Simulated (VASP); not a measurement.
# InPd (Pm-3m) in VASP: notebook

One crystal, InPd, is run at these levels: r2SCAN; tasks: single point.

All numbers are computed with VASP 6.6.1; they aren't measurements. Logs are shortened: lines on timing, memory, paths and dates and some standing lists are left out, and cuts for length are marked.

## Step 1: The structure

Symmetry: Pm-3m, No. 221, cubic system. Conventional cell: a = 3.272 Å, b = 3.272 Å, c = 3.272 Å, α = 90.00°, β = 90.00°, γ = 90.00°. In (site symmetry m-3m) is surrounded by 8 Pd at 2.83 Å. Around Pd (site symmetry m-3m) lie 8 In at 2.83 Å.

The cell comes from a database or a generator and needn't be the stable form of this composition.

## Step 2: Single point, r2SCAN

INCAR reads:

```
  PREC = Accurate
  ENCUT = 500
  EDIFF = 1E-6
  ISMEAR = 0
  SIGMA = 0.15
  LREAL = Auto
  LASPH = T
  NELM = 100
  ALGO = Normal
  ISIF = 2
  LWAVE = F
  LCHARG = F
  METAGGA = R2SCAN
  LMIXTAU = T
  ADDGRID = F
```

KPOINTS reads:

```
regular mesh
0
Gamma
  10 10 10
```

POSCAR reads:

```
InPd
1.0
    3.2718847800      0.0000000000      0.0000000000
    0.0000000000      3.2718847800      0.0000000000
    0.0000000000      0.0000000000      3.2718847800
In Pd
1 1
Direct
    0.0076950000     -0.0345290000      0.0307480000
    0.5133770000      0.5169540000      0.5028010000
```

Potentials or basis: VASP PAW PBE potentials, release 64 (In_d, Pd).

On the command line:

```bash
cat potpaw_PBE.64/In_d/POTCAR potpaw_PBE.64/Pd/POTCAR > POTCAR
mpirun -np 1 vasp_std > vasp.out
```

OUTCAR:

```text
PREC = Accurate
   ENCUT = 500
   EDIFF = 1E-6
   ISMEAR = 0
   LREAL = Auto
   LASPH = T
   NELM = 100
   ISIF = 2
   METAGGA = R2SCAN

 Found    504 irreducible k-points:

 Following reciprocal coordinates:
            Coordinates               Weight
  0.000000  0.000000  0.000000      1.000000
  0.100000  0.000000  0.000000      2.000000
  0.000000  0.100000  0.000000      2.000000
  0.000000  0.000000  0.100000      2.000000
  0.200000  0.000000  0.000000      2.000000
  0.000000  0.200000  0.000000      2.000000
   k-points           NKPTS =    504   k-points in BZ     NKDIM =    504   number of bands    NBANDS=     15
   number of dos      NEDOS =    301   number of ions     NIONS =      2
   total plane-waves  NPLWV =  13824
   dimension x,y,z NGX =    24 NGY =   24 NGZ =   24
   dimension x,y,z NGXF=    48 NGYF=   48 NGZF=   48
   ions per type =               1   1
   NGX,Y,Z   is equivalent  to a cutoff of  12.19, 12.19, 12.19 a.u.
   NGXF,Y,Z  is equivalent  to a cutoff of  24.39, 24.39, 24.39 a.u.
 SYSTEM =  unknown system
   PREC   = accura    normal or accurate (medium, high low for compatibility)
   ISTART =      0    job   : 0-new  1-cont  2-samecut
   ICHARG =      2    charge: 1-file 2-atom 10-const
   ISPIN  =      1    spin polarized calculation?
   LNONCOLLINEAR =      F non collinear calculations
   LSORBIT =      F    spin-orbit coupling
   LASPH  =      T    aspherical Exc in radial PAW
   ENCUT  =  500.0 eV  36.75 Ry    6.06 a.u.   5.97  5.97  5.97*2*pi/ulx,y,z
   NELM   =    100;   NELMIN=  2; NELMDL= -5     # of ELM steps
   EDIFF  = 0.1E-05   stopping-criterion for ELM
   LREAL  =      T    real-space projection
   EDIFFG = 0.1E-04   stopping-criterion for IOM
   NSW    =      0    number of steps for IOM
   IBRION =     -1    ionic relax: 0-MD 1-quasi-New 2-CG
   NFREE  =      0    steps in history (QN), initial steepest desc. (CG)
   ISIF   =      2    stress and relaxation
   ISYM   =      2    0-nonsym 1-usesym 2-fastsym
   POTIM  = 0.5000    time-step for ionic-motion
   TEBEG  =    0.0;   TEEND  =   0.0 temperature during run
   PSTRESS=    0.0 pullay stress
   NELECT =      23.0000    total number of electrons
   NUPDOWN=      -1.0000    fix difference up-down
   EMIN   =  10.00;   EMAX   =-10.00  energy-range for DOS
   EFERMI =   0.00;   METHOD = LEGACY
   ISMEAR =     0;   SIGMA  =   0.15  broadening in eV -4-tet -1-fermi 0-gaus
   EFERMI_NEDOS =   21; number of points for ismear=-14 and -15
   IALGO  =     38    algorithm
   IMIX   =      4    mixing-type and parameters
     AMIX     =   0.40;   BMIX     =  1.00
     AMIX_MAG =   1.60;   BMIX_MAG =  1.00
  volume/ion in A,a.u.               =      17.51       118.18
  Fermi-wavevector in a.u.,A,eV,Ry     =   1.422938  2.688964 27.548447  2.024754
  Thomas-Fermi vector in A             =   2.543589
   LORBIT       =      0    0 simple, 1 ext, 2 COOP (PROOUT), +10 PAW based schemes
   METAGGA = R2SCAN    functional components
   LHFCALC =     F    Hartree Fock is set to
   AEXX    =    0.0000 exact exchange contribution
   IVDW    =     0    specifies the selected vdW correction
   LEPSILON=     F    determine dielectric tensor
   LRPA    =     F    only Hartree local field effects (RPA)
 non-spin polarized calculation
 Gauss-broadening in eV      SIGMA  =   0.15
  energy-cutoff  :      500.00
  volume of cell :       35.03
 maximum number of plane-waves:       912
   NGX = 11   NGY = 11   NGZ = 11

 number of electron      23.0000015 magnetization

 Free energy of the ion-electron system (eV)
  ---------------------------------------------------
  ext. energy  EPLUGINS =         0.00000000
  ---------------------------------------------------
  free energy    TOTEN  =       -46.56857680 eV

  energy without entropy =      -46.55887046  energy(sigma->0) =      -46.56372363

 E-fermi :  10.5600     XC(G=0): -13.2317

 val. band max:       10.5454934628   @ k =  -0.3000   0.4000   0.5000
 cond. band min:      10.5722686345   @ k =   0.5000   0.4000   0.3000
 fundamental gap:      0.0267751718
 Fermi energy:        10.5600245775

 k-point     1 :       0.0000    0.0000    0.0000
  band No.  band energies     occupation
      1      -5.1543      2.00000
      2      -5.1529      2.00000
      3      -4.7431      2.00000
      4      -4.7259      2.00000
      5      -4.7193      2.00000
      6      -0.0420      2.00000
      7       6.3455      2.00000
      8       6.3645      2.00000
      9       7.9737      2.00000
     10       7.9803      2.00000
     11       7.9856      2.00000
     12      14.9404      0.00000
     13      14.9796      0.00000
     14      15.0785      0.00000
     15      20.4101      0.00000

 k-point     2 :       0.1000    0.0000    0.0000
  band No.  band energies     occupation
      1      -5.1478      2.00000
      2      -5.1185      2.00000
      3      -4.7534      2.00000
      4      -4.7308      2.00000
      5      -4.7235      2.00000
      6       0.1244      2.00000
      7       6.3531      2.00000
      8       6.3894      2.00000
      9       7.8546      2.00000
     10       7.8742      2.00000
     11       7.9793      2.00000
     12      13.8214      0.00000
     13      15.3058      0.00000
     14      15.3975      0.00000
     15      20.6634      0.00000
[... 41 lines left out ...]
      3      -4.7806      2.00000
      4      -4.7604      2.00000
      5      -4.7173      2.00000
      6       0.6211      2.00000
      7       6.3697      2.00000
      8       6.3968      2.00000
      9       7.5766      2.00000
     10       7.6104      2.00000
     11       7.9709      2.00000
     12      11.8649      0.00000
     13      16.1951      0.00000
     14      16.2592      0.00000
     15      20.7550      0.00000

 k-point     6 :       0.0000    0.2000    0.0000
  band No.  band energies     occupation
      1      -5.1338      2.00000
      2      -5.0269      2.00000
      3      -4.7705      2.00000
      4      -4.7653      2.00000
      5      -4.7203      2.00000
      6       0.6177      2.00000
      7       6.3771      2.00000
      8       6.3862      2.00000
      9       7.5815      2.00000
     10       7.5921      2.00000
     11       7.9598      2.00000
     12      11.9360      0.00000
     13      16.1592      0.00000
     14      16.1819      0.00000
     15      20.8707      0.00000

 [... further k-points ...]

------------------------ aborting loop because EDIFF is reached ----------------------------------------

  FORCE on cell =-STRESS in cart. coord.  units (eV):
  Direction    XX          YY          ZZ          XY          YZ          ZX
  --------------------------------------------------------------------------------------
  -------------------------------------------------------------------------------------
  Total        0.5671643      0.3003772      0.4904476      0.0732772     -0.3489569     -0.0396055
  in kB       25.9433126     13.7399001     22.4341259      3.3518556    -15.9620403     -1.8116411
  external PRESSURE =      20.7057795 kB  Pullay stress =       0.0000000 kB

 VOLUME and BASIS-vectors are now :
 -----------------------------------------------------------------------------
  energy-cutoff  :      500.00
  volume of cell :       35.03
      direct lattice vectors                 reciprocal lattice vectors
     3.271884780  0.000000000  0.000000000     0.305634234  0.000000000  0.000000000
     0.000000000  3.271884780  0.000000000     0.000000000  0.305634234  0.000000000
     0.000000000  0.000000000  3.271884780     0.000000000  0.000000000  0.305634234

 POSITION                                       TOTAL-FORCE (eV/Angst)
 -----------------------------------------------------------------------------------
      0.02518      3.15891      0.10060         0.089138      0.708370     -0.420100
      1.67971      1.69141      1.64511        -0.089138     -0.708370      0.420100
 -----------------------------------------------------------------------------------
    total drift:                                0.008636      0.006169     -0.007980

  FREE ENERGIE OF THE ION-ELECTRON SYSTEM (eV)
  ---------------------------------------------------
  free  energy   TOTEN  =       -46.5685767953 eV

  energy  without entropy=      -46.5588704628  energy(sigma->0) =      -46.56372363
```

stdout:

```text
POSCAR found type information on POSCAR InPd
 POSCAR found :  2 types and       2 ions
 scaLAPACK will be used
 -----------------------------------------------------------------------------
|                                                                             |
|                                                                             |
|     You have a (more or less) 'small supercell' and for smaller cells       |
|     it is recommended to use the reciprocal-space projection scheme!        |
|     The real-space optimization is not efficient for small cells and it     |
|     is also less accurate ...                                               |
|     Therefore, set LREAL=.FALSE. in the INCAR file.                         |
|                                                                             |
 -----------------------------------------------------------------------------

 -----------------------------------------------------------------------------
|                                                                             |
|                                                                             |
|     You enforced a specific xc type in the INCAR file but a different       |
|     I HOPE YOU KNOW WHAT YOU ARE DOING!                                     |
|                                                                             |
 -----------------------------------------------------------------------------

 LDA part: xc-table for (None), standard interpolation
 POSCAR, INCAR and KPOINTS ok, starting setup
 FFT: planning ... GRIDC
 FFT: planning ... GRID_SOFT
 FFT: planning ... GRID
 WAVECAR not read
 entering main loop
```

It took 4.2 min on 1 thread of Intel Xeon 6975P-C (Granite Rapids), shared host; peak memory 0.27 GiB.

The run converged, but some of its settings lie outside the range that counts as converged, so its numbers aren't taken as properties of the crystal.

Results:

```
Free energy            : -46.5686 eV
Pressure               : 2.1 GPa
Largest force          : 0.828 eV/Å
Band gap on the k mesh : none (metal or under the smearing width)
```

Caveat: the PAW data sets were made with another functional, which shifts forces and pressure a little.

## Step 3: Single point, r2SCAN

Changes to INCAR since step 2:

```diff
@@ -2,6 +2,6 @@
   ENCUT = 500
-  EDIFF = 1E-6
+  EDIFF = 1E-4
   ISMEAR = 0
   SIGMA = 0.15
-  LREAL = Auto
+  LREAL = F
   LASPH = T
```

KPOINTS is that of step 2.

POSCAR reads:

```
InPd
1.0
    3.2718847800      0.0000000000      0.0000000000
    0.0000000000      3.2718847800      0.0000000000
    0.0000000000      0.0000000000      3.2718847800
In Pd
1 1
Direct
    0.0000000000      0.0000000000      0.0000000000
    0.5000000000      0.5000000000      0.5000000000
```

Potentials or basis: VASP PAW PBE potentials, release 64 (In_d, Pd).

On the command line:

```bash
cat potpaw_PBE.64/In_d/POTCAR potpaw_PBE.64/Pd/POTCAR > POTCAR
mpirun -np 1 vasp_std > vasp.out
```

It took 23 s on 1 thread of Intel Xeon 6975P-C (Granite Rapids), shared host; peak memory 0.16 GiB.

The run converged, but some of its settings lie outside the range that counts as converged, so its numbers aren't taken as properties of the crystal.

Results:

```yaml
Free_energy: -46.6447 eV
Pressure: 0.7 GPa
Band_gap_on_the_k_mesh: none (metal or under the smearing width)
```

Caveat: the PAW data sets were made with another functional, which shifts forces and pressure a little.

## Step 4: Single point, r2SCAN

INCAR is that of step 3.

KPOINTS is that of step 3.

POSCAR reads:

```
InPd
1.0
    3.2718847800      0.0000000000      0.0000000000
    0.0000000000      3.2718847800      0.0000000000
    0.0000000000      0.0000000000      3.2718847800
In Pd
1 1
Direct
    0.0076950000     -0.0345290000      0.0307480000
    0.5133770000      0.5169540000      0.5028010000
```

Potentials or basis: VASP PAW PBE potentials, release 64 (In_d, Pd).

On the command line:

```bash
cat potpaw_PBE.64/In_d/POTCAR potpaw_PBE.64/Pd/POTCAR > POTCAR
mpirun -np 1 vasp_std > vasp.out
```

OUTCAR:

```text
PREC = Accurate
   ENCUT = 500
   EDIFF = 1E-4
   ISMEAR = 0
   LREAL = F
   LASPH = T
   NELM = 100
   ISIF = 2
   METAGGA = R2SCAN

 Found    504 irreducible k-points:

 Following reciprocal coordinates:
            Coordinates               Weight
  0.000000  0.000000  0.000000      1.000000
  0.100000  0.000000  0.000000      2.000000
  0.000000  0.100000  0.000000      2.000000
  0.000000  0.000000  0.100000      2.000000
[... 183 lines left out ...]

 [... further k-points ...]

------------------------ aborting loop because EDIFF is reached ----------------------------------------

  FORCE on cell =-STRESS in cart. coord.  units (eV):
  Direction    XX          YY          ZZ          XY          YZ          ZX
  --------------------------------------------------------------------------------------
  -------------------------------------------------------------------------------------
  Total        0.6714372      0.4031712      0.5887240      0.0722835     -0.3444918     -0.0422285
  in kB       30.7129830     18.4419177     26.9295024      3.3064032    -15.7577951     -1.9316228
  external PRESSURE =      25.3614677 kB  Pullay stress =       0.0000000 kB

 VOLUME and BASIS-vectors are now :
 -----------------------------------------------------------------------------
  energy-cutoff  :      500.00
  volume of cell :       35.03
      direct lattice vectors                 reciprocal lattice vectors
     3.271884780  0.000000000  0.000000000     0.305634234  0.000000000  0.000000000
     0.000000000  3.271884780  0.000000000     0.000000000  0.305634234  0.000000000
     0.000000000  0.000000000  3.271884780     0.000000000  0.000000000  0.305634234

 POSITION                                       TOTAL-FORCE (eV/Angst)
 -----------------------------------------------------------------------------------
      0.02518      3.15891      0.10060         0.089355      0.710800     -0.421344
      1.67971      1.69141      1.64511        -0.089355     -0.710800      0.421344
 -----------------------------------------------------------------------------------
    total drift:                                0.001706      0.007299     -0.003438

  FREE ENERGIE OF THE ION-ELECTRON SYSTEM (eV)
  ---------------------------------------------------
  free  energy   TOTEN  =       -46.5676396873 eV

  energy  without entropy=      -46.5579279474  energy(sigma->0) =      -46.56278382
```

OSZICAR:

```text
N       E                     dE             d eps       ncg     rms          rms(c)
DAV:   1     0.122877639618E+03    0.12288E+03   -0.11405E+04 15248   0.205E+03
DAV:   2    -0.439394614306E+02   -0.16682E+03   -0.16256E+03 15925   0.419E+02
DAV:   3    -0.518663253607E+02   -0.79269E+01   -0.78700E+01 18977   0.977E+01
DAV:   4    -0.520191965227E+02   -0.15287E+00   -0.15283E+00 19402   0.125E+01
DAV:   5    -0.520253349228E+02   -0.61384E-02   -0.61383E-02 21945   0.221E+00    0.881E+00
DAV:   6    -0.466508338829E+02    0.53745E+01   -0.48410E+00 16121   0.362E+01    0.395E+00
DAV:   7    -0.465293378034E+02    0.12150E+00   -0.53959E-01 16359   0.951E+00    0.254E+00
DAV:   8    -0.465545409214E+02   -0.25203E-01   -0.14992E-01 16982   0.341E+00    0.138E+00
DAV:   9    -0.465543120118E+02    0.22891E-03   -0.84252E-02 15897   0.344E+00    0.339E-01
DAV:  10    -0.465670619791E+02   -0.12750E-01   -0.26516E-02 16562   0.205E+00    0.203E-01
DAV:  11    -0.465657761313E+02    0.12858E-02   -0.52488E-03 16744   0.810E-01    0.213E-01
DAV:  12    -0.465676677298E+02   -0.18916E-02   -0.11842E-03 16429   0.363E-01    0.978E-02
DAV:  13    -0.465676396873E+02    0.28042E-04   -0.37286E-04 17794   0.202E-01
   1 F= -.46567640E+02 E0= -.46562784E+02  d E =-.971174E-02
```

stdout:

```text
POSCAR found type information on POSCAR InPd
 POSCAR found :  2 types and       2 ions
 scaLAPACK will be used
 -----------------------------------------------------------------------------
|                                                                             |
|                                                                             |
|     You enforced a specific xc type in the INCAR file but a different       |
|     I HOPE YOU KNOW WHAT YOU ARE DOING!                                     |
|                                                                             |
 -----------------------------------------------------------------------------

 LDA part: xc-table for (None), standard interpolation
 POSCAR, INCAR and KPOINTS ok, starting setup
 FFT: planning ... GRIDC
 FFT: planning ... GRID_SOFT
 FFT: planning ... GRID
 WAVECAR not read
 entering main loop
```

Run time: 2.6 min. Hardware: 1 thread of Intel Xeon 6975P-C (Granite Rapids), shared host; peak memory 0.38 GiB.

These settings aren't checked as converged: the numbers below hold their error.

Results:

- Free energy: -46.5676 eV
- Pressure: 2.5 GPa
- Largest force: 0.831 eV/Å
- Band gap on the k mesh: none (metal or under the smearing width)

Caveat: the PAW data sets were made with another functional, which shifts forces and pressure a little.

## Step 5: The reference run

An earlier run on the cell as given: functional PBE; potentials or basis VASP PAW PBE potentials, release 64 (In_d, Pd); cutoff 520 eV; k mesh 8 × 8 × 8; occupations fermi-dirac, width 0.05 eV; no spin polarisation.

- Pressure: 3.7 GPa
- Band gap on the k mesh: none (metal or under the smearing width)
